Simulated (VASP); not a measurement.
# Cu3I (Pm-3m) in VASP: notebook

The runs below take Cu3I through single point, with PBE.

All numbers are computed with VASP 6.6.1; they aren't measurements. Logs are shortened: lines on timing, memory, paths and dates and some standing lists are left out, and cuts for length are marked.

### Step 1. The crystal as given

It takes space group Pm-3m (No. 221, cubic). The conventional cell has a = 4.192 Å, b = 4.192 Å, c = 4.192 Å, α = 90.00°, β = 90.00°, γ = 90.00°. I (site symmetry m-3m) is surrounded by 12 Cu at 2.96 Å. Around Cu (site symmetry 4/mmm) lie 4 I at 2.96 Å and 8 Cu at 2.96 Å.

The cell was built by a generator and needn't be a form met in nature.

### Step 2. Single point, PBE

INCAR reads:

```
SYSTEM = Cu3I
ALGO = Normal
EDIFF = 1E-7
ENCUT = 520
GGA = PE
ISIF = 2
ISMEAR = -1
LASPH = .TRUE.
LCHARG = .FALSE.
LREAL = .FALSE.
LWAVE = .FALSE.
NBANDS = 28
NELM = 60
PREC = Accurate
SIGMA = 0.1
```

KPOINTS reads:

```
k-points
0
G
  4 4 4
  0 0 0
```

POSCAR reads:

```
Cu3I
1.0
    4.1924030000      0.0000000000      0.0000000000
    0.0000000000      4.1924030000      0.0000000000
    0.0000000000      0.0000000000      4.1924030000
I Cu
1 3
Direct
    0.0000000000      0.0000000000      0.0000000000
    0.0000000000      0.5000000000      0.5000000000
    0.5000000000      0.0000000000      0.5000000000
    0.5000000000      0.5000000000      0.0000000000
```

Potentials or basis: VASP PAW PBE potentials, release 64 (I, Cu).

Launch:

```bash
$ cat potpaw_PBE.64/I/POTCAR potpaw_PBE.64/Cu/POTCAR > POTCAR
$ mpirun -np 1 vasp_std > vasp.out
```

OUTCAR:

```text
SYSTEM = Cu3I
   EDIFF = 1E-7
   ENCUT = 520
   GGA = PE
   ISIF = 2
   ISMEAR = -1
   LASPH = .TRUE.
   LREAL = .FALSE.
   NELM = 60
   PREC = Accurate

 ion  position               nearest neighbor table
   1  0.000  0.000  0.000-   2 2.96   3 2.96   4 2.96   2 2.96   3 2.96   2 2.96   4 2.96   2 2.96
                             3 2.96   4 2.96   3 2.96   4 2.96
   2  0.000  0.500  0.500-   1 2.96   1 2.96   1 2.96   1 2.96
   3  0.500  0.000  0.500-   1 2.96   1 2.96   1 2.96   1 2.96
   4  0.500  0.500  0.000-   1 2.96   1 2.96   1 2.96   1 2.96

  LATTYP: Found a simple cubic cell.
 ALAT       =     4.1924030000

  Lattice vectors:

 A1 = (   4.1924030000,   0.0000000000,   0.0000000000)
 A2 = (   0.0000000000,   4.1924030000,   0.0000000000)
 A3 = (   0.0000000000,   0.0000000000,   4.1924030000)

Analysis of symmetry for initial positions (statically):
=====================================================================
 Subroutine PRICEL returns:
 Original cell was already a primitive cell.

 Routine SETGRP: Setting up the symmetry group for a
 simple cubic supercell.

 Subroutine GETGRP returns: Found 48 space group operations
 (whereof 48 operations were pure point group operations)
 out of a pool of 48 trial point group operations.

The static configuration has the point symmetry O_h .

Analysis of symmetry for dynamics (positions and initial velocities):
=====================================================================
 Subroutine PRICEL returns:
 Original cell was already a primitive cell.

 Routine SETGRP: Setting up the symmetry group for a
 simple cubic supercell.

 Subroutine GETGRP returns: Found 48 space group operations
 (whereof 48 operations were pure point group operations)
 out of a pool of 48 trial point group operations.

The dynamic configuration has the point symmetry O_h .

 Subroutine INISYM returns: Found 48 space group operations
 (whereof 48 operations are pure point group operations),
 and found     1 'primitive' translations

----------------------------------------------------------------------------------------

                                     Primitive cell

  volume of cell :      73.6867

  direct lattice vectors                    reciprocal lattice vectors
     4.192403000  0.000000000  0.000000000     0.238526687  0.000000000  0.000000000
     0.000000000  4.192403000  0.000000000     0.000000000  0.238526687  0.000000000
     0.000000000  0.000000000  4.192403000     0.000000000  0.000000000  0.238526687

  length of vectors
     4.192403000  4.192403000  4.192403000     0.238526687  0.238526687  0.238526687

  position of ions in fractional coordinates (direct lattice)
     0.000000000  0.000000000  0.000000000
     0.000000000  0.500000000  0.500000000
     0.500000000  0.000000000  0.500000000
     0.500000000  0.500000000  0.000000000

  ion indices of the primitive-cell ions
   primitive index   ion index
                 1           1
                 2           2
                 3           3
                 4           4

----------------------------------------------------------------------------------------

 KPOINTS: k-points

Automatic generation of k-mesh.
 Grid dimensions read from file:
 generate k-points for:    4    4    4

 Generating k-lattice:

  Cartesian coordinates                     Fractional coordinates (reciprocal lattice)
     0.059631672  0.000000000  0.000000000     0.250000000  0.000000000  0.000000000
     0.000000000  0.059631672  0.000000000     0.000000000  0.250000000  0.000000000
     0.000000000  0.000000000  0.059631672     0.000000000  0.000000000  0.250000000

  Length of vectors
     0.059631672  0.059631672  0.059631672

  Shift w.r.t. Gamma in fractional coordinates (k-lattice)
     0.000000000  0.000000000  0.000000000

 Subroutine IBZKPT returns following result:
 ===========================================

 Found     10 irreducible k-points:

 Following reciprocal coordinates:
            Coordinates               Weight
  0.000000  0.000000  0.000000      1.000000
  0.250000  0.000000  0.000000      6.000000
  0.500000  0.000000  0.000000      3.000000
  0.250000  0.250000  0.000000     12.000000
  0.500000  0.250000  0.000000     12.000000
  0.500000  0.500000  0.000000      3.000000
  0.250000  0.250000  0.250000      8.000000
  0.500000  0.250000  0.250000     12.000000
  0.500000  0.500000  0.250000      6.000000
  0.500000  0.500000  0.500000      1.000000
   k-points           NKPTS =     10   k-points in BZ     NKDIM =     10   number of bands    NBANDS=     28
   number of dos      NEDOS =    301   number of ions     NIONS =      4
   total plane-waves  NPLWV =  32768
   dimension x,y,z NGX =    32 NGY =   32 NGZ =   32
   dimension x,y,z NGXF=    64 NGYF=   64 NGZF=   64
   ions per type =               1   3
   NGX,Y,Z   is equivalent  to a cutoff of  12.69, 12.69, 12.69 a.u.
   NGXF,Y,Z  is equivalent  to a cutoff of  25.38, 25.38, 25.38 a.u.
 SYSTEM =  Cu3I
   PREC   = accura    normal or accurate (medium, high low for compatibility)
   ISTART =      0    job   : 0-new  1-cont  2-samecut
   ICHARG =      2    charge: 1-file 2-atom 10-const
   ISPIN  =      1    spin polarized calculation?
   LNONCOLLINEAR =      F non collinear calculations
   LSORBIT =      F    spin-orbit coupling
   LASPH  =      T    aspherical Exc in radial PAW
   ENCUT  =  520.0 eV  38.22 Ry    6.18 a.u.   7.80  7.80  7.80*2*pi/ulx,y,z
   NELM   =     60;   NELMIN=  2; NELMDL= -5     # of ELM steps
   EDIFF  = 0.1E-06   stopping-criterion for ELM
   LREAL  =      F    real-space projection
   EDIFFG = 0.1E-05   stopping-criterion for IOM
   NSW    =      0    number of steps for IOM
   IBRION =     -1    ionic relax: 0-MD 1-quasi-New 2-CG
   NFREE  =      0    steps in history (QN), initial steepest desc. (CG)
   ISIF   =      2    stress and relaxation
   ISYM   =      2    0-nonsym 1-usesym 2-fastsym
   POTIM  = 0.5000    time-step for ionic-motion
   TEBEG  =    0.0;   TEEND  =   0.0 temperature during run
   PSTRESS=    0.0 pullay stress
   NELECT =      40.0000    total number of electrons
   NUPDOWN=      -1.0000    fix difference up-down
   EMIN   =  10.00;   EMAX   =-10.00  energy-range for DOS
   EFERMI =   0.00;   METHOD = LEGACY
   ISMEAR =    -1;   SIGMA  =   0.10  broadening in eV -4-tet -1-fermi 0-gaus
   EFERMI_NEDOS =   21; number of points for ismear=-14 and -15
   IALGO  =     38    algorithm
   IMIX   =      4    mixing-type and parameters
     AMIX     =   0.40;   BMIX     =  1.00
     AMIX_MAG =   1.60;   BMIX_MAG =  1.00
  volume/ion in A,a.u.               =      18.42       124.32
  Fermi-wavevector in a.u.,A,eV,Ry     =   1.335463  2.523659 24.265460  1.783461
  Thomas-Fermi vector in A             =   2.464165
   LORBIT       =      0    0 simple, 1 ext, 2 COOP (PROOUT), +10 PAW based schemes
   GGA     = PE    functional components
   LHFCALC =     F    Hartree Fock is set to
   AEXX    =    0.0000 exact exchange contribution
   IVDW    =     0    specifies the selected vdW correction
   LEPSILON=     F    determine dielectric tensor
   LRPA    =     F    only Hartree local field effects (RPA)
 non-spin polarized calculation
  energy-cutoff  :      520.00
  volume of cell :       73.69
 maximum number of plane-waves:      2008
 NGX is ok and might be reduce to    32
   NGX = 15   NGY = 15   NGZ = 15

 number of electron      40.0000076 magnetization

 Free energy of the ion-electron system (eV)
  ---------------------------------------------------
  ext. energy  EPLUGINS =         0.00000000
  ---------------------------------------------------
  free energy    TOTEN  =       -10.47031843 eV

  energy without entropy =      -10.42085805  energy(sigma->0) =      -10.44558824

 E-fermi :   7.0346     XC(G=0): -10.8762

 val. band max:        6.9786595707   @ k =   0.2500   0.2500   0.2500
 cond. band min:       7.0833281950   @ k =   0.5000   0.5000   0.5000
 fundamental gap:      0.1046686242
 Fermi energy:         7.0345882537

 k-point     1 :       0.0000    0.0000    0.0000
  band No.  band energies     occupation
      1      -8.1503      2.00000
      2       2.2261      2.00000
      3       2.4942      2.00000
      4       2.4942      2.00000
      5       2.4942      2.00000
      6       3.3886      2.00000
[... 20 lines left out ...]
     27      14.7340      0.00000
     28      14.7340      0.00000

 k-point     2 :       0.2500    0.0000    0.0000
  band No.  band energies     occupation
      1      -7.9769      2.00000
      2       0.2837      2.00000
      3       2.2713      2.00000
      4       2.2713      2.00000
      5       2.9884      2.00000
      6       3.6231      2.00000
[... 20 lines left out ...]
     27      14.0569      0.00000
     28      14.0569      0.00000

 k-point     3 :       0.5000    0.0000    0.0000
  band No.  band energies     occupation
      1      -7.7823      2.00000
      2      -0.7632      2.00000
      3       2.1191      2.00000
      4       2.1191      2.00000
      5       3.4556      2.00000
      6       3.8197      2.00000
[... 20 lines left out ...]
     27      14.8597      0.00000
     28      15.8922      0.00000

 k-point     4 :       0.2500    0.2500    0.0000
  band No.  band energies     occupation
      1      -7.8209      2.00000
      2       0.3145      2.00000
      3       0.9290      2.00000
      4       2.1655      2.00000
      5       3.3192      2.00000
      6       3.7011      2.00000
[... 20 lines left out ...]
     27      13.2353      0.00000
     28      15.1524      0.00000

 k-point     5 :       0.5000    0.2500    0.0000
  band No.  band energies     occupation
      1      -7.6481      2.00000
      2      -0.3927      2.00000
      3       0.9672      2.00000
      4       2.0774      2.00000
      5       3.5575      2.00000
      6       3.8690      2.00000
[... 20 lines left out ...]
     27      13.6491      0.00000
     28      14.7610      0.00000

 k-point     6 :       0.5000    0.5000    0.0000
  band No.  band energies     occupation
      1      -7.5017      2.00000
      2       0.1202      2.00000
      3       0.1202      2.00000
      4       2.0388      2.00000
      5       3.3889      2.00000
      6       3.9331      2.00000
[... 20 lines left out ...]
     27      13.1076      0.00000
     28      16.0888      0.00000

 k-point     7 :       0.2500    0.2500    0.2500
  band No.  band energies     occupation
      1      -7.6830      2.00000
      2       0.3750      2.00000
      3       1.2044      2.00000
      4       1.2044      2.00000
      5       3.4671      2.00000
      6       3.7789      2.00000
[... 20 lines left out ...]
     27      15.0591      0.00000
     28      15.0591      0.00000

 k-point     8 :       0.5000    0.2500    0.2500
  band No.  band energies     occupation
      1      -7.5324      2.00000
      2      -0.0192      2.00000
      3       0.9736      2.00000
      4       1.5498      2.00000
      5       3.6033      2.00000
      6       3.6932      2.00000
[... 20 lines left out ...]
     27      15.2794      0.00000
     28      16.5080      0.00000

 k-point     9 :       0.5000    0.5000    0.2500
  band No.  band energies     occupation
      1      -7.4078      2.00000
      2       0.5093      2.00000
      3       0.5093      2.00000
      4       1.5835      2.00000
      5       3.2041      2.00000
      6       3.6673      2.00000
[... 20 lines left out ...]
     27      17.1912      0.00000
     28      17.1912      0.00000

 k-point    10 :       0.5000    0.5000    0.5000
  band No.  band energies     occupation
      1      -7.3084      2.00000
      2       1.0990      2.00000
      3       1.0990      2.00000
      4       1.0990      2.00000
      5       3.1015      2.00000
      6       3.1015      2.00000
[... 20 lines left out ...]
     27      18.6543      0.00000
     28      18.6543      0.00000

------------------------ aborting loop because EDIFF is reached ----------------------------------------

  FORCE on cell =-STRESS in cart. coord.  units (eV):
  Direction    XX          YY          ZZ          XY          YZ          ZX
  --------------------------------------------------------------------------------------
  -------------------------------------------------------------------------------------
  Total       -2.4303375     -2.4303375     -2.4303375     -0.0000000     -0.0000000     -0.0000000
  in kB      -52.8430767    -52.8430767    -52.8430767     -0.0000000     -0.0000000     -0.0000000
  external PRESSURE =     -52.8430767 kB  Pullay stress =       0.0000000 kB

 VOLUME and BASIS-vectors are now :
 -----------------------------------------------------------------------------
  energy-cutoff  :      520.00
  volume of cell :       73.69
      direct lattice vectors                 reciprocal lattice vectors
     4.192403000  0.000000000  0.000000000     0.238526687  0.000000000  0.000000000
     0.000000000  4.192403000  0.000000000     0.000000000  0.238526687  0.000000000
     0.000000000  0.000000000  4.192403000     0.000000000  0.000000000  0.238526687

 POSITION                                       TOTAL-FORCE (eV/Angst)
 -----------------------------------------------------------------------------------
      0.00000      0.00000      0.00000         0.000000      0.000000      0.000000
      0.00000      2.09620      2.09620         0.000000      0.000000      0.000000
      2.09620      0.00000      2.09620         0.000000      0.000000      0.000000
      2.09620      2.09620      0.00000         0.000000      0.000000      0.000000
 -----------------------------------------------------------------------------------
    total drift:                                0.000000     -0.000000     -0.000000

  FREE ENERGIE OF THE ION-ELECTRON SYSTEM (eV)
  ---------------------------------------------------
  free  energy   TOTEN  =       -10.4703184299 eV

  energy  without entropy=      -10.4208580511  energy(sigma->0) =      -10.44558824
```

It took 17 s on 1 thread of AMD EPYC 9R45 (Zen 5), shared host; peak memory 0.15 GiB.

Results:

| Item | Value |
| --- | --- |
| Free energy | -10.4703 eV |
| Pressure | -5.3 GPa |
| Band gap on the k mesh | 0.10 eV, indirect (least direct gap 0.68 eV) |

Levels at points of the mesh, in eV from the valence-band top:
| k point | band 16 | band 17 | band 18 | band 19 | band 20 | band 21 | band 22 | band 23 | band 24 | band 25 |
| --- | --- | --- | --- | --- | --- | --- | --- | --- | --- | --- |
| (0.00, 0.00, 0.00) | -2.24 | -2.09 | -1.97 | -1.97 | -1.97 | 2.02 | 2.02 | 4.56 | 4.56 | 4.56 |
| (0.50, 0.00, 0.00) | -2.21 | -1.97 | -1.50 | -1.50 | -1.46 | 1.31 | 2.42 | 2.42 | 2.96 | 3.73 |
| (0.50, 0.50, 0.00) | -2.42 | -2.34 | -1.88 | -1.88 | -0.85 | 1.40 | 3.02 | 3.02 | 4.13 | 4.13 |
| (0.50, 0.50, 0.50) | -2.45 | -2.06 | -2.06 | -2.06 | -0.97 | 0.10 | 0.10 | 0.10 | 7.40 | 7.40 |

Caveat: spin-orbit coupling is left out, which moves the levels of the heavy elements. A k mesh can miss the band edges.

### Step 3. Single point, PBE

INCAR reads:

```
SYSTEM = Cu3I
ALGO     = Fast           ! electronic algorithm
EDIFF    = 1E-6           ! SCF threshold, eV
ENCUT    = 520            ! plane-wave cutoff, eV
GGA      = PE             ! functional
ISIF     = 2              ! what is computed and relaxed
ISMEAR   = -5             ! smearing method
LASPH    = .True.         ! aspherical terms in the spheres
LCHARG   = .True.         ! write CHGCAR
LELF     = .True.         ! ELF
LREAL    = .False.        ! projectors in reciprocal space
LVHAR    = .True.       
LWAVE    = .False.        ! write WAVECAR
NBANDS   = 28             ! bands
NELM     = 80             ! most SCF steps
PREC     = Accurate       ! precision mode
SIGMA    = 0.1            ! smearing width, eV
```

KPOINTS reads:

```
k-points
0
Gamma
  4 4 4
  0 0 0
```

POSCAR is that of step 2.

Potentials or basis: VASP PAW PBE potentials, release 64 (I, Cu).

Launch:

```bash
$ cat potpaw_PBE.64/I/POTCAR potpaw_PBE.64/Cu/POTCAR > POTCAR
$ mpirun -np 1 vasp_std > vasp.out
```

It took 14 s on 1 thread of AMD EPYC 9R45 (Zen 5), shared host; peak memory 0.15 GiB.

It converged, with:

* Free energy: -10.4466 eV
* Pressure: -5.1 GPa
* Band gap on the k mesh: 0.10 eV, indirect (least direct gap 0.67 eV)

Levels at points of the mesh, in eV from the valence-band top:
| k point | band 16 | band 17 | band 18 | band 19 | band 20 | band 21 | band 22 | band 23 | band 24 | band 25 |
| --- | --- | --- | --- | --- | --- | --- | --- | --- | --- | --- |
| (0.00, 0.00, 0.00) | -2.24 | -2.09 | -1.97 | -1.97 | -1.97 | 2.02 | 2.02 | 4.55 | 4.55 | 4.55 |
| (0.50, 0.00, 0.00) | -2.21 | -1.97 | -1.50 | -1.50 | -1.47 | 1.31 | 2.42 | 2.42 | 2.96 | 3.73 |
| (0.50, 0.50, 0.00) | -2.43 | -2.34 | -1.88 | -1.88 | -0.85 | 1.40 | 3.02 | 3.02 | 4.12 | 4.12 |
| (0.50, 0.50, 0.50) | -2.45 | -2.06 | -2.06 | -2.06 | -0.97 | 0.10 | 0.10 | 0.10 | 7.40 | 7.40 |

Caveat: spin-orbit coupling is left out, which moves the levels of the heavy elements.

### Step 4. Single point, PBE

INCAR reads:

```
PREC = Accurate
ENCUT = 520
EDIFF = 1E-6
ISMEAR = -1
SIGMA = 0.1
LREAL = False
LASPH = True
NELM = 80
ALGO = Normal
ISIF = 2
LWAVE = False
LCHARG = True
GGA = PE
LELF = True
LVHAR = True
NBANDS = 28
```

KPOINTS reads:

```
regular mesh
0
Gamma
  5 5 5
```

POSCAR is that of step 3.

Launch:

```bash
$ cat potpaw_PBE.64/I/POTCAR potpaw_PBE.64/Cu/POTCAR > POTCAR
$ mpirun -np 1 vasp_std > vasp.out
```

Wall time 15 s (1 thread of AMD EPYC 9R45 (Zen 5), shared host); peak memory 0.15 GiB.

It converged, with:

```yaml
Free_energy: -10.4799 eV
Pressure: -6.0 GPa
Band_gap_on_the_k_mesh: none (metal or under the smearing width)
```

Levels at points of the mesh, in eV from the Fermi level:
```
           k point  band 18  band 19  band 20  band 21  band 22  band 23
(0.00, 0.00, 0.00)    -1.85    -1.85    -1.85     2.15     2.15     4.69
```

Caveat: the run has no spin polarisation, though such a crystal can be magnetic; semilocal functionals often make such compounds metallic where correlation or magnetic order opens a gap, which also shifts bond lengths.

### Step 5. Overview

```csv
k mesh,smearing,gap on the mesh (eV),pressure (GPa)
4 × 4 × 4,fermi-dirac 0.1 eV,0.10,-5.3
4 × 4 × 4,tetrahedron,0.10,-5.1
5 × 5 × 5,fermi-dirac 0.1 eV,none,-6.0
```

Alike in all rows: task single point; level PBE; potentials or basis VASP PAW PBE potentials, release 64 (I, Cu); no spin polarisation; cell as given; cutoff (eV) 520.

On the cell as given the gap runs from zero (PBE) to 0.10 eV (PBE); the meshes differ, which moves gaps too.

Caveats: spin-orbit coupling is left out, which moves the levels of the heavy elements (some runs); the run has no spin polarisation, though such a crystal can be magnetic (some runs); semilocal functionals often make such compounds metallic where correlation or magnetic order opens a gap, which also shifts bond lengths (some runs).

Absolute energies hang on the potentials; compare differences alone.
